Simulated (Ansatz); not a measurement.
# HfO2: the cost of one run

Method: DFT PBE, scalar-relativistic, plane waves, PAW, in Ansatz 0.2.0.

### 1 Starting point

It takes space group Pca2_1 (No. 29, orthorhombic). The conventional cell has a = 5.219 Å, b = 5.005 Å, c = 5.033 Å, α = 90.00°, β = 90.00°, γ = 90.00°. Hf (site symmetry 1) is surrounded by 7 O at 2.02 to 2.23 Å. Around O (site symmetry 1) lie 3 Hf at 2.02 to 2.13 Å. O (site symmetry 1) is surrounded by 4 Hf at 2.11 to 2.23 Å.

As a file:

```
Hf O
1.0
    -5.21946    5.00476    5.03268
     5.21946   -5.00476    5.03268
     5.21946    5.00476   -5.03268
Hf O
16 32
Direct
  0.25446 0.13722 0.15024
  0.75446 0.63722 0.15024
  0.75446 0.13722 0.65024
  0.25446 0.63722 0.65024
  0.00446 0.10422 0.36724
  0.50446 0.60422 0.36724
  0.50446 0.10422 0.86724
  0.00446 0.60422 0.86724
  0.98698 0.38722 0.13276
  0.48698 0.88722 0.13276
  0.48698 0.38722 0.63276
  0.98698 0.88722 0.63276
  0.73698 0.35422 0.34976
  0.23698 0.85422 0.34976
  0.23698 0.35422 0.84976
  0.73698 0.85422 0.84976
  0.22531 0.37357 0.21961
  0.72531 0.87357 0.21961
  0.72531 0.37357 0.71961
  0.22531 0.87357 0.71961
  0.97531 0.00570 0.10174
  0.47531 0.50570 0.10174
  0.47531 0.00570 0.60174
  0.97531 0.50570 0.60174
  0.47620 0.11312 0.09703
  0.97620 0.61312 0.09703
  0.97620 0.11312 0.59703
  0.47620 0.61312 0.59703
  0.72620 0.37917 0.11308
  0.22620 0.87917 0.11308
  0.22620 0.37917 0.61308
  0.72620 0.87917 0.61308
  0.26609 0.12917 0.40297
  0.76609 0.62917 0.40297
  0.76609 0.12917 0.90297
  0.26609 0.62917 0.90297
  0.51609 0.36312 0.38692
  0.01609 0.86312 0.38692
  0.01609 0.36312 0.88692
  0.51609 0.86312 0.88692
  0.65396 0.12357 0.39826
  0.15396 0.62357 0.39826
  0.15396 0.12357 0.89826
  0.65396 0.62357 0.89826
  0.90396 0.25570 0.28039
  0.40396 0.75570 0.28039
  0.40396 0.25570 0.78039
  0.90396 0.75570 0.78039
```

The runs take a perfect supercell of 48 atoms; the defect goes to fractional position (0.917, 0.750, 0.000).

### 2 The perfect supercell

Contents of input.yaml:

```yaml
crystal:
  lattice:
    - [-5.219463, 5.004764, 5.032685]
    - [5.219463, -5.004764, 5.032685]
    - [5.219463, 5.004764, -5.032685]
  atoms:
    - { symbol: Hf, position: [0.25446, 0.137223, 0.150243] }
    - { symbol: Hf, position: [0.75446, 0.637223, 0.150243] }
    - { symbol: Hf, position: [0.75446, 0.137223, 0.650243] }
    - { symbol: Hf, position: [0.25446, 0.637223, 0.650243] }
    - { symbol: Hf, position: [0.00446, 0.104217, 0.367237] }
    - { symbol: Hf, position: [0.50446, 0.604217, 0.367237] }
    - { symbol: Hf, position: [0.50446, 0.104217, 0.867237] }
    - { symbol: Hf, position: [0.00446, 0.604217, 0.867237] }
    - { symbol: Hf, position: [0.986981, 0.387223, 0.132763] }
    - { symbol: Hf, position: [0.486981, 0.887223, 0.132763] }
    - { symbol: Hf, position: [0.486981, 0.387223, 0.632763] }
    - { symbol: Hf, position: [0.986981, 0.887223, 0.632763] }
    - { symbol: Hf, position: [0.736981, 0.354217, 0.349757] }
    - { symbol: Hf, position: [0.236981, 0.854217, 0.349757] }
    - { symbol: Hf, position: [0.236981, 0.354217, 0.849757] }
    - { symbol: Hf, position: [0.736981, 0.854217, 0.849757] }
    - { symbol: O, position: [0.225311, 0.37357, 0.219614] }
    - { symbol: O, position: [0.725311, 0.87357, 0.219614] }
    - { symbol: O, position: [0.725311, 0.37357, 0.719614] }
    - { symbol: O, position: [0.225311, 0.87357, 0.719614] }
    - { symbol: O, position: [0.975311, 0.005697, 0.101741] }
    - { symbol: O, position: [0.475311, 0.505697, 0.101741] }
    - { symbol: O, position: [0.475311, 0.005697, 0.601741] }
    - { symbol: O, position: [0.975311, 0.505697, 0.601741] }
    - { symbol: O, position: [0.476205, 0.11312, 0.097033] }
    - { symbol: O, position: [0.976205, 0.61312, 0.097033] }
    - { symbol: O, position: [0.976205, 0.11312, 0.597033] }
    - { symbol: O, position: [0.476205, 0.61312, 0.597033] }
    - { symbol: O, position: [0.726205, 0.379172, 0.113084] }
    - { symbol: O, position: [0.226205, 0.879172, 0.113084] }
    - { symbol: O, position: [0.226205, 0.379172, 0.613084] }
    - { symbol: O, position: [0.726205, 0.879172, 0.613084] }
    - { symbol: O, position: [0.266088, 0.129172, 0.402967] }
    - { symbol: O, position: [0.766088, 0.629172, 0.402967] }
    - { symbol: O, position: [0.766088, 0.129172, 0.902967] }
    - { symbol: O, position: [0.266088, 0.629172, 0.902967] }
    - { symbol: O, position: [0.516088, 0.36312, 0.386916] }
    - { symbol: O, position: [0.016088, 0.86312, 0.386916] }
    - { symbol: O, position: [0.016088, 0.36312, 0.886916] }
    - { symbol: O, position: [0.516088, 0.86312, 0.886916] }
    - { symbol: O, position: [0.653956, 0.12357, 0.398259] }
    - { symbol: O, position: [0.153956, 0.62357, 0.398259] }
    - { symbol: O, position: [0.153956, 0.12357, 0.898259] }
    - { symbol: O, position: [0.653956, 0.62357, 0.898259] }
    - { symbol: O, position: [0.903956, 0.255697, 0.280386] }
    - { symbol: O, position: [0.403956, 0.755697, 0.280386] }
    - { symbol: O, position: [0.403956, 0.255697, 0.780386] }
    - { symbol: O, position: [0.903956, 0.755697, 0.780386] }
basis:
  ecutwfc: 420
  fft_grid_basis: typed
kpoints:
  mp_grid: { grid: [2, 2, 2] }
hamiltonian:
  xc: pbe
  pseudopotentials: { kind: paw }
scf:
  occupations: { method: gaussian, width: 0.05 }
output:
  forces: true
  stress: false
  eigenvalues: true
  bader: false
  write_density: true
  volumetric_format: npy
```

Command:

```
$ ansatz run input.yaml --threads 4 --pin off --max-ram 10240MiB --backend cpu --events-out ev --progress --plain --runs-dir out
```

What time and memory should one allow on 4 threads of Intel Xeon Platinum 8488C (Sapphire Rapids), shared host?

About 15 s, with a peak of 3.7 GiB.
